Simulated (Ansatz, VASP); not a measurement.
# AlGaAs2 (ordered alloy, x = 0.5, built in the cubic cell of 8 atoms (invented)): VASP beside Ansatz, part 2 of 2

Aim: how closely do two programs agree when they are given the same cell, functional and k mesh? The cell is generated by rule, not measured, and may not be a known phase. The cell is taken from a series of runs on this material, whose earlier steps may have relaxed, scaled, displaced or heated it; both programs get it as it stands.

VASP 6.6.1 and Ansatz 0.2.0.

So far: The starting structure; VASP: relaxation of cell and atoms, r2SCAN, pair 1.

## (3) Ansatz: relaxation of cell and atoms, r2SCAN, pair 1

Level of this step: Ansatz beside VASP: Kohn-Sham DFT, plane waves, r2SCAN (Ansatz).

Ansatz runs on its PAW soft_1 files.

The same cell, functional and mesh now go to Ansatz, which takes its cutoff from its data sets.

input.yaml reads:

```yaml
crystal:
  lattice:
    - [4.0147840287, 0.0, 0.0]
    - [0.0, 4.0147840287, 0.0]
    - [0.0, 0.0, 5.6606918403]
  atoms:
    - { symbol: Ga, position: [0.0, 0.0, 0.0] }
    - { symbol: Al, position: [0.5, 0.5, 0.5] }
    - { symbol: As, position: [0.0, 0.5, 0.749317861] }
    - { symbol: As, position: [0.5, 0.0, 0.250682139] }
kpoints:
  mp_grid: { grid: [6, 6, 4] }
hamiltonian:
  xc: r2scan
  pseudopotentials: { kind: paw, azcp: { folder: soft_1 } }
scf:
  occupations: { method: fixed }
output:
  forces: true
  stress: true
  eigenvalues: true
  write_density: true
  write_potential: true
  elf: true
  volumetric_format: npy
relax:
  adjacent_minimum: "off"
  f_tol: 0.001
  max_steps: 60
  cell: { stress_tol: 0.01 }
```

Launch:

```sh
> ansatz run input.yaml --threads 4 --pin off --max-ram 9216MiB --backend cpu --events-out ev --progress --plain --runs-dir out
```

Numbers of over 12 decimals in the logs are rounded to 6 here.

The program printed:

```text
Engine: ansatz 0.2.0, x86_64-unknown-linux-gnu
Pseudopotentials: kind: paw
Pseudopotential: Ga, paw, valence charge 13, recommended cutoff 500 eV (meta_gga), soft_1/Ga.paw.azcp
Pseudopotential: Al, paw, valence charge 3, recommended cutoff 500 eV (meta_gga), soft_1/Al.paw.azcp
Pseudopotential: As, paw, valence charge 15, recommended cutoff 500 eV (meta_gga), soft_1/As.paw.azcp
Functional definition: r2SCAN
  parameter k0 = 0.174
  parameter k1 = 0.065
  parameter a1 = 4.9479
  exchange = r2scan_x(k0 = k0, k1 = k1, a1 = a1)
  correlation = r2scan_c
Crystal: 4 atoms, lattice volume = 91.242 Å³
Basis set: ecut = 500 eV, 2341 PW (Γ), exchange–correlation on 120×120×180 points (64 copies of the dense FFT grid, shifted against one another)
Bands: 28, of which v1, the nominal top of the filled ones, is band 23 counted from 1 (22 counted from 0)
Symmetry: 8 space group operations
Space group: P-4m2 (ITA 115), of the structure as read, at distance tolerance 4.5e-5 Å
k-points: 30 of 144 (time reversal used)
Non-local potential: Ga, projectors of the file, l = 0: 2, l = 1: 2, l = 2: 3, l = 3: 1
Non-local potential: Al, projectors of the file, l = 0: 2, l = 1: 2, l = 2: 1
Non-local potential: As, projectors of the file, l = 0: 2, l = 1: 2, l = 2: 3, l = 3: 1
PAW form: soft (Blöchl's): semilocal exchange-correlation on the pseudo side does not see the compensation charge
PAW frozen core: Ga, regenerated for the run's functional (the file was generated under x = pbe(κ = 0.804, μ = 0.219515), c = pbe(β = 0.066725))
PAW frozen core: Al, regenerated for the run's functional (the file was generated under x = pbe(κ = 0.804, μ = 0.219515), c = pbe(β = 0.066725))
PAW frozen core: As, regenerated for the run's functional (the file was generated under x = pbe(κ = 0.804, μ = 0.219515), c = pbe(β = 0.066725))
PAW one-centre angular grid: Ga, 590 points (default); XC on 160 Gauss nodes
PAW one-centre angular grid: Al, 302 points (default); XC on 160 Gauss nodes
PAW one-centre angular grid: As, 590 points (default); XC on 160 Gauss nodes
Initial density: superposition of atomic densities (chi_scale 0.1, normalization cell, long waves kept (reshape's long-wave potential 0.01 eV rms))
Initial wavefunctions: pseudopotential atomic-orbital guess
Functional: x = r2scan, c = r2scan; τ floored in thin density (d = 2e-4 eV/Å³)
iter 1 solved again at ethr=2.87e-3 eV; its pass at ethr=3.10e-3 eV (dr2=1.32e0 eV) is discarded
SCF iter   1: F=—  HF=-14062.029510 eV  |F-HF|=—  |Δ(HF+E_count)|=         —  Δρ=4.58e-2  dr2=1.32e0  dr2_τ=1.66e-2  ethr=2.87e-3  ⟨swp⟩=1.0  Hψ=4268  notcnv=0  defer=31
preconditioner: auto → Resta (q_TF=auto, 2.434 Å⁻¹)  ε∞=3.1  [insulator: Δε(μ)=1.474 eV  Ē_g=13.682 eV  n_scr=20 (ndim 8)  ℏωp=19.8 eV  f_vac=0.000  ε∞_Penn≈3.1]
SCF iter   2: F=—  HF=-14061.992536 eV  |F-HF|=—  |Δ(HF+E_count)|=   3.70e-2  Δρ=2.50e-2  dr2=4.29e-1  dr2_τ=2.45e-3  ethr=2.87e-3  ⟨swp⟩=2.0  Hψ=875  notcnv=0  defer=86
SCF iter   3: F=—  HF=-14062.025192 eV  |F-HF|=—  |Δ(HF+E_count)|=   3.27e-2  Δρ=5.44e-3  dr2=2.73e-2  dr2_τ=3.78e-4  ethr=9.32e-4  ⟨swp⟩=2.1  Hψ=1279  notcnv=0  defer=82
SCF iter   4: F=—  HF=-14062.002042 eV  |F-HF|=—  |Δ(HF+E_count)|=   2.31e-2  Δρ=2.40e-3  dr2=3.66e-3  dr2_τ=3.23e-5  ethr=5.94e-5  ⟨swp⟩=3.0  Hψ=1620  notcnv=0  defer=89
SCF iter   5: F=—  HF=-14062.003842 eV  |F-HF|=—  |Δ(HF+E_count)|=   1.80e-3  Δρ=5.17e-4  dr2=2.33e-4  dr2_τ=8.47e-6  ethr=7.95e-6  ⟨swp⟩=2.2  Hψ=1268  notcnv=0  defer=90
SCF iter   6: F=—  HF=-14062.003518 eV  |F-HF|=—  |Δ(HF+E_count)|=   3.24e-4  Δρ=1.69e-4  dr2=2.03e-5  dr2_τ=5.38e-7  ethr=5.07e-7  ⟨swp⟩=2.0  Hψ=1560  notcnv=0  defer=90
SCF iter   7: F=—  HF=-14062.003526 eV  |F-HF|=—  |Δ(HF+E_count)|=   7.53e-6  Δρ=7.19e-5  dr2=3.89e-6  dr2_τ=5.95e-8  ethr=4.42e-8  ⟨swp⟩=3.0  Hψ=1529  notcnv=0  defer=32
SCF iter   8: F=—  HF=-14062.003529 eV  |F-HF|=—  |Δ(HF+E_count)|=   3.67e-6  Δρ=1.02e-5  dr2=1.17e-7  dr2_τ=1.39e-9  ethr=8.45e-9  ⟨swp⟩=2.0  Hψ=1200  notcnv=0  defer=33
SCF iter   9: F=-14062.003529 eV  HF=-14062.003529 eV  |F-HF|=2.73e-9  |Δ(HF+E_count)|=   5.21e-8  Δρ=2.85e-6  dr2=7.10e-9  dr2_τ=1.10e-10  ethr=2.17e-10  ⟨swp⟩=14.4  Hψ=6177  notcnv=0
SCF 1 converged in 9 iterations: F = -14062.003529 eV  dr2 = 7.10e-9
  greatest PAW one-centre occupation: 0.999 electrons in one spin orbital (limit 2), on the As atom at site 3 (counted from 0), in its partial waves of l = 2
relax step   1: F+E_penalty+E_count = -14062.00352948 eV  Δ(F+E_penalty+E_count) = +0.000e0 eV  max|allowed force component| = 8.011e-4 eV/Å  Δτ_max = 0.0000 Å  P = -0.001 GPa  Ω = 91.242 Å³  (9 SCF iters, dr2 threshold 1.00e-7 eV, accepted)
Initial density: handed on by an earlier stage of this run
Initial wavefunctions: pseudopotential atomic-orbital guess (no wavefunctions were taken with the density)
iter 1 solved again at ethr=8.18e-8 eV; its pass at ethr=3.10e-3 eV (dr2=3.76e-5 eV) is discarded
SCF iter   1: F=—  HF=-14062.003531 eV  |F-HF|=—  |Δ(HF+E_count)|=         —  Δρ=2.82e-6  dr2=7.43e-9  dr2_τ=1.10e-10  ethr=8.18e-8  ⟨swp⟩=3.0  Hψ=5317  notcnv=0  defer=89
eigensolver tolerance schedule: the retry pair's looser diagonalisation over-reported the residual by 5063.98 of it (diagonalisation noise at 0.15 of the residual, at the tolerance the schedule requests for it); recorded, not acted on — ethr = c·dr2/N_el stays at c = 1.0e-1
preconditioner: auto → Resta (q_TF=auto, 2.434 Å⁻¹)  ε∞=3.2  [insulator: Δε(μ)=1.474 eV  Ē_g=13.254 eV  n_scr=20 (ndim 8)  ℏωp=19.8 eV  f_vac=0.036  ε∞_Penn≈3.2]
SCF iter   2: F=—  HF=-14062.003529 eV  |F-HF|=—  |Δ(HF+E_count)|=   1.73e-6  Δρ=2.06e-6  dr2=2.76e-9  dr2_τ=1.35e-11  ethr=1.61e-11  ⟨swp⟩=2.5  Hψ=1566  notcnv=0  defer=84
SCF iter   3: F=—  HF=-14062.003529 eV  |F-HF|=—  |Δ(HF+E_count)|=   2.14e-9  Δρ=5.34e-7  dr2=4.89e-10  dr2_τ=5.38e-12  ethr=5.99e-12  ⟨swp⟩=3.0  Hψ=1745  notcnv=0  defer=84
SCF iter   4: F=—  HF=-14062.003529 eV  |F-HF|=—  |Δ(HF+E_count)|=  2.46e-10  Δρ=1.82e-7  dr2=4.16e-11  dr2_τ=5.00e-13  ethr=1.06e-12  ⟨swp⟩=2.0  Hψ=1500  notcnv=0  defer=84
SCF iter   5: F=—  HF=-14062.003529 eV  |F-HF|=—  |Δ(HF+E_count)|=  2.18e-11  Δρ=1.20e-7  dr2=1.29e-11  dr2_τ=9.01e-14  ethr=1.00e-12  ⟨swp⟩=1.0  Hψ=810  notcnv=0  defer=84
SCF iter   6: F=—  HF=-14062.003529 eV  |F-HF|=—  |Δ(HF+E_count)|=  3.64e-12  Δρ=2.96e-8  dr2=1.61e-12  dr2_τ=1.81e-14  ethr=1.00e-12  ⟨swp⟩=9.9  Hψ=4824  notcnv=0
SCF iter   7: F=-14062.003529 eV  HF=-14062.003529 eV  |F-HF|=7.28e-12  |Δ(HF+E_count)|=  7.28e-12  Δρ=1.15e-8  dr2=7.92e-14  dr2_τ=1.22e-15  ethr=1.00e-12  ⟨swp⟩=4.9  Hψ=3119  notcnv=0
SCF 2 converged in 7 iterations: F = -14062.003529 eV  dr2 = 7.92e-14
relax step   2: F+E_penalty+E_count = -14062.00352948 eV  Δ(F+E_penalty+E_count) = -2.026e-9 eV  max|allowed force component| = 7.832e-4 eV/Å  Δτ_max = 0.0000 Å  P = -0.001 GPa  Ω = 91.242 Å³  stress off target by 2.22e-3 GPa  SCF on the basis re-selected at this cell (its energy is not comparable with the rows above)  (7 SCF iters)
basis re-selected at this cell: Δ(F+E_penalty+E_count) = -2.026e-9 eV, ΔP = +0.000 GPa vs the last step (what re-selecting the basis moved, of the pressure what is left beyond the Pulay correction that the steps carried, after the strain that the cell walked since its last selection, with what the two solves' SCF thresholds leave and, on support functions, any second-order correction that the steps lacked; it is no m [...]
SCF converged after 7 iterations
Free energy (F): -14062.003529 eV
Harris-Foulkes:  -14062.003529 eV  (|F-HF|=7.28e-12)
Internal energy: -14062.003529 eV  (E = F + TS)
E sigma→0 (E₀):  -14062.003529 eV
Fermi energy:    6.683466 eV
--- Per-component energies (eV) ---
  E_band       = -631.080113
  E_kinetic    = 329.949421
  E_local      = -6345.224017  (includes V_loc(G=0)·N_el)
  E_nonlocal   = -867.790908
  E_hartree    = 3579.168080
  E_xc         = -225.125049
  E_vxc        = -246.001078  (∫ρ·V_xc dr)
  E_paw        = -6531.019841  (= ΣΔE_a)
  E_vpaw       = -672.726615  (= ΣTr[D̂ρ^β])
  E_aug_tail   = 0.000073  (compensation charges beyond the density's cutoff)
  E_vtau       = 12.376860  (kinetic-family band-sum trace: ∫τ·v_τ [+ j·A + Jᵃ·Aᵃ] dr)
  E_ewald      = -3998.333327
  E_core_change = -3.627962  (= ΣΔE_core)
  E_smearing   = -0.000000  (= −TS)
  E_closure    = 0.000000  (closes the sum)
  Σ components = -14062.003529   (vs F -14062.003529, Δ=0.00e0)
--- Forces (eV/Å), atoms counted from 1 ---
  atom   1  Ga     0.00000000     0.00000000     0.00000000
  atom   2  Al     0.00000000     0.00000000     0.00000000
  atom   3  As    -0.00000000     0.00000000    -0.00078317
  atom   4  As    -0.00000000     0.00000000     0.00078317
  max |Σ_I F_I| component: 6.72e-18 eV/Å
--- Stress (GPa, compression-positive) ---
       -0.000024       0.000000      -0.000000
        0.000000      -0.000024       0.000000
       -0.000000       0.000000      -0.002221
  P = ⅓ Tr σ = -0.0008 GPa (-0.008 kbar)
--- Band table (eV; the first three rows and the last of 30) ---
  k-point 0: bands = [... 19 lower, 4.1916, 6.6563, 6.6835, 6.6835, 8.2356, 8.5334, 9.2734, 11.0625, ... 1 higher]
  k-point 1: bands = [... 19 lower, 4.4346, 5.1319, 6.1064, 6.1064, 8.5599, 9.4644, 10.1523, 10.4566, ... 1 higher]
  k-point 2: bands = [... 19 lower, 5.0259, 5.0259, 5.2492, 5.2492, 9.0669, 9.4946, 10.6178, 10.7026, ... 1 higher]
  k-point 29: bands = [... 19 lower, 3.1930, 3.3585, 3.5701, 3.5701, 11.5729, 11.5729, 11.9266, 12.6418, ... 1 higher]
--- Relaxed structure (1 steps of the walk, 1 accepted, 1 SCFs on fresh bases) ---
  F+E_penalty+E_count = -14062.00352948 eV   max|allowed force component| = 7.832e-4 eV/Å   (the final SCF, on the basis selected at the relaxed cell)
  cell:  # Å, volume = 91.2418 Å³
    - [4.0147840287, 0.0, 0.0]
    - [0.0, 4.0147840287, 0.0]
    - [0.0, 0.0, 5.6606918403]
  atoms:
    - { symbol: Ga, position: [0.0, 0.0, 0.0] }
    - { symbol: Al, position: [0.5, 0.5, 0.5] }
    - { symbol: As, position: [0.0, 0.5, 0.749317861] }
    - { symbol: As, position: [0.5, 0.0, 0.250682139] }
```

## (4) Comparison

Known differences besides the potentials themselves: VASP keeps PBE cores, Ansatz makes them for the functional; fixed occupations in Ansatz, narrow Gaussian smearing in VASP; the data sets hold 46 valence electrons in Ansatz (on its PAW soft_1 files) and 26 in VASP; the cutoff is 500 eV in Ansatz and 550 eV in VASP; Ansatz adds a Pulay correction to the stress that steers its cell, VASP none. Total energies have different zeros and are not compared.

Compared:

| quantity | Ansatz | VASP | difference |
| --- | --- | --- | --- |
| volume (Å³) | 91.24 | 91.32 | -0.08 % |
| edge a after relaxation, in the typed setting (Å) | 4.015 | 4.016 | -0.03 % |
| edge c after relaxation, in the typed setting (Å) | 5.661 | 5.662 | -0.02 % |

## (5) Ansatz: relaxation of cell and atoms, r2SCAN, pair 2

The relaxed volume is the usual yardstick between codes: in a stiff, nearly cubic crystal its relative difference is about their pressure difference at one cell divided by the bulk modulus.

The cell is taken from a series of runs on this material, whose earlier steps may have relaxed, scaled, displaced or heated it; both programs get it as it stands.

input.yaml reads:

```yaml
crystal:
  lattice:
    - [4.000103, 0.0, 0.0]
    - [0.0, 4.000103, 0.0]
    - [0.0, 0.0, 5.657]
  atoms:
    - { symbol: Ga, position: [0.0, 0.0, 0.0] }
    - { symbol: Al, position: [0.5, 0.5, 0.5] }
    - { symbol: As, position: [0.0, 0.5, 0.75] }
    - { symbol: As, position: [0.5, 0.0, 0.25] }
kpoints:
  mp_grid: { grid: [6, 6, 4] }
hamiltonian:
  xc: r2scan
  pseudopotentials: { kind: paw, azcp: { folder: soft_1 } }
scf:
  occupations: { method: gaussian, width: 0.02 }
output:
  forces: true
  stress: true
  eigenvalues: true
relax:
  adjacent_minimum: "off"
  f_tol: 0.005
  max_steps: 80
  cell: { stress_tol: 0.05 }
```

The program printed:

```text
[...]
Crystal: 4 atoms, lattice volume = 90.517 Å³
Basis set: ecut = 500 eV, 2301 PW (Γ), exchange–correlation on 120×120×180 points (64 copies of the dense FFT grid, shifted against one another)
Bands: 28, of which v1, the nominal top of the filled ones, is band 23 counted from 1 (22 counted from 0)
Symmetry: 8 space group operations
[...]
--- Relaxed structure (3 steps of the walk, 3 accepted, 1 SCFs on fresh bases) ---
[...]
cell:  # Å, volume = 91.2418 Å³
    - [4.014784, 0, 1.1499845776591458e-18]
    - [0, 4.014784, 0]
    - [1.6263238111163112e-18, 0, 5.660692]
  atoms:
    - { symbol: Ga, position: [0, 0, 0] }
    - { symbol: Al, position: [0.5, 0.5, 0.5] }
    - { symbol: As, position: [0, 0.5, 0.749318] }
    - { symbol: As, position: [0.5, 0, 0.250682] }
[key lines of the parts left out:]
SCF converged after 5 iterations
Free energy (F): -14062.003529 eV
Fermi energy:    7.420463 eV
P = ⅓ Tr σ = -0.0008 GPa (-0.008 kbar)
```

## (6) VASP: relaxation of cell and atoms, r2SCAN, pair 2

The same cell, functional, mesh and smearing now go to VASP, with its own data sets.

INCAR reads:

```
SYSTEM = AlGaAs2
PREC = Accurate
ENCUT = 550
EDIFF = 1E-07
NELM = 120
ISMEAR = 0
SIGMA = 0.02
LREAL = .FALSE.
ALGO = Normal
METAGGA = R2SCAN
LASPH = .TRUE.
NBANDS = 19
LORBIT = 11
LWAVE = .FALSE.
LCHARG = .FALSE.
ISIF = 3
IBRION = 2
NSW = 80
EDIFFG = -0.005
GGA_COMPAT = .FALSE.
NELMIN = 4
EFERMI = MIDGAP
LMIXTAU = .TRUE.
KPAR = 2
```

POSCAR reads:

```
AlGaAs2
1.0
    4.0001030000      0.0000000000      0.0000000000
    0.0000000000      4.0001030000      0.0000000000
    0.0000000000      0.0000000000      5.6570000000
Ga Al As
1 1 2
Direct
    0.0000000000      0.0000000000      0.0000000000
    0.5000001250      0.5000001250      0.5000000000
    0.0000000000      0.5000001250      0.7500000000
    0.5000001250      0.0000000000      0.2500000000
```

KPOINTS reads:

```
Automatic mesh
0
Gamma
6 6 4
0 0 0
```

PAW data sets: Ga_d, Al and As (PBE family, release 64).

Launch:

```sh
> mpirun -np 2 vasp_std
```

The program printed:

```text
[banner, memory and clock lines left out]
running    2 mpi-ranks, on    1 nodes
[...]
[... a notice as in an earlier step ...]

 LDA part: xc-table for (None), standard interpolation
 POSCAR, INCAR and KPOINTS ok, starting setup
[...]
entering main loop
       N       E                     dE             d eps       ncg     rms          rms(c)
DAV:   1     0.114633133731E+03    0.11463E+03   -0.12607E+04  1170   0.163E+03
DAV:   2    -0.360743394311E+02   -0.15071E+03   -0.14426E+03  1270   0.350E+02
DAV:   3    -0.524877822206E+02   -0.16413E+02   -0.16083E+02  1348   0.954E+01
DAV:   4    -0.530293690994E+02   -0.54159E+00   -0.53994E+00  1376   0.169E+01
[...]
DAV:  19    -0.497244233842E+02   -0.55331E-07   -0.11527E-06  1268   0.868E-03    0.769E-04
DAV:  20    -0.497244241373E+02   -0.75307E-06   -0.53379E-07  1267   0.623E-03    0.296E-04
DAV:  21    -0.497244242187E+02   -0.81388E-07   -0.84326E-08   945   0.305E-03
   1 F= -.49724424E+02 E0= -.49724424E+02  d E =-.497244E+02
[... from here on, the cycles between the ionic steps are left out ...]
   2 F= -.49725749E+02 E0= -.49725749E+02  d E =-.132511E-02
   3 F= -.49726212E+02 E0= -.49726212E+02  d E =-.178803E-02
   4 F= -.49726210E+02 E0= -.49726210E+02  d E =-.178614E-02
   5 F= -.49726349E+02 E0= -.49726349E+02  d E =-.138833E-03
   6 F= -.49726383E+02 E0= -.49726383E+02  d E =-.172216E-03
   7 F= -.49726384E+02 E0= -.49726384E+02  d E =-.173167E-03
[...]
reached required accuracy - stopping structural energy minimisation
```

From OUTCAR (step 6):

```text
  Total        0.0084571      0.0084571     -0.0170190      0.0000000      0.0000000      0.0000000
  in kB        0.1483905      0.1483905     -0.2986181      0.0000000      0.0000000      0.0000000
  external PRESSURE =      -0.0006124 kB  Pullay stress =       0.0000000 kB

 POSITION                                       TOTAL-FORCE (eV/Angst)
 -----------------------------------------------------------------------------------
      0.00000      0.00000      0.00000        -0.000000      0.000000      0.000000
      2.00764      2.00764      2.83183        -0.000000      0.000000      0.000000
      0.00000      2.00764      4.24232        -0.000000      0.000000      0.004608
      2.00764      0.00000      1.42135         0.000000      0.000000     -0.004608
 -----------------------------------------------------------------------------------
    total drift:                               -0.000025     -0.000025     -0.000000

  FREE ENERGIE OF THE ION-ELECTRON SYSTEM (eV)
  ---------------------------------------------------
  free  energy   TOTEN  =       -49.7263835282 eV

  energy  without entropy=      -49.7263835282  energy(sigma->0) =      -49.72638353

[... 2 parts as in an earlier step ...]

[... 2 further parts left out ...]
[key lines of the parts left out:]
E-fermi :   4.3142
```

## (7) Comparison

What differs besides the data sets and the points named for the pairs above, as far as they apply: the data sets hold 46 valence electrons in Ansatz (on its PAW soft_1 files) and 26 in VASP. Total energies have different zeros and are not compared.

The two programs side by side:

| quantity | Ansatz | VASP | difference |
| --- | --- | --- | --- |
| volume (Å³) | 91.24 | 91.31 | -0.08 % |
| edge a after relaxation, in the typed setting (Å) | 4.015 | 4.015 | -0.01 % |
| edge c after relaxation, in the typed setting (Å) | 5.661 | 5.664 | -0.05 % |

## (8) What came out

- difference in volume (relaxation of cell and atoms, r2SCAN, pair 1): -0.084 %
- difference in volume (relaxation of cell and atoms, r2SCAN, pair 2): -0.077 %

The difference in volume is -0.084 % (relaxation of cell and atoms, r2SCAN, pair 1), within the 1.2 % picked in this series as the mark of a large difference, as far as the stopping tolerances let one tell. The data sets hold unlike numbers of valence electrons (46 in Ansatz and 26 in VASP), so part of the differences may come from the potentials. How closely two codes agree says nothing of how well the functional describes the real material.

[Lines on the potential files, build, host, timing and source positions are cut from VASP's logs without a mark.]

[Logs are printed without paths, hosts, clocks, repeated set-up lines and the standing remarks that a program may print on its own settings, such as how far it seeks lower states.]

[Hosts, paths, dates, database ids (printed as entryN), source tags and the programs' standing remarks are cut or masked in the printed files.]
